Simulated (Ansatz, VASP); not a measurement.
## Pt: VASP beside Ansatz

```
Pt
1.0
     2.79699    0.00000    0.00000
    -1.39850    2.42227    0.00000
     0.00000    0.00000    4.85520
Pt
2
Direct
  0.33333 0.66667 0.25000
  0.66667 0.33333 0.75000
```

This isn't the form of Pt at room conditions, which is fcc.

Alike in both runs: task single point; functional LDA; k mesh 11 × 11 × 6; occupations fermi-dirac, width 0.05 eV; no spin polarisation.

|  | VASP | Ansatz |
| --- | --- | --- |
| version | VASP 6.6.1 | Ansatz 0.2.0 |
| potentials or method | VASP PAW LDA potentials, release 64 (Pt) | Ansatz PAW |
| plane-wave cutoff (eV) | 520 | 420 |
| valence electrons in the cell | 20 | 36 |

Ansatz gave:

| Quantity | Value |
| --- | --- |
| gap on the k mesh at the Fermi level (eV) | none |
| pressure (GPa) | -23.0 |
| largest component of the traceless stress (GPa) | 0.68 |

Problem. What did VASP give for the same quantities?

Solution. gap on the k mesh at the Fermi level (eV): none; pressure (GPa): -22.6; largest component of the traceless stress (GPa): 0.42.

A gap of «none» marks a metal or a gap that the smearing closes. The two sets of potentials don't hold the same shells in valence.

Caveats: so large a pressure means that the cell lies far from this level's equilibrium, or that cutoff or potentials fall short (VASP); the PAW data sets come from PBE, with cores solved anew for the run's functional, which leaves a small shift of forces and pressure (Ansatz). The runs have no spin-orbit coupling, so splittings on Pt are missing.
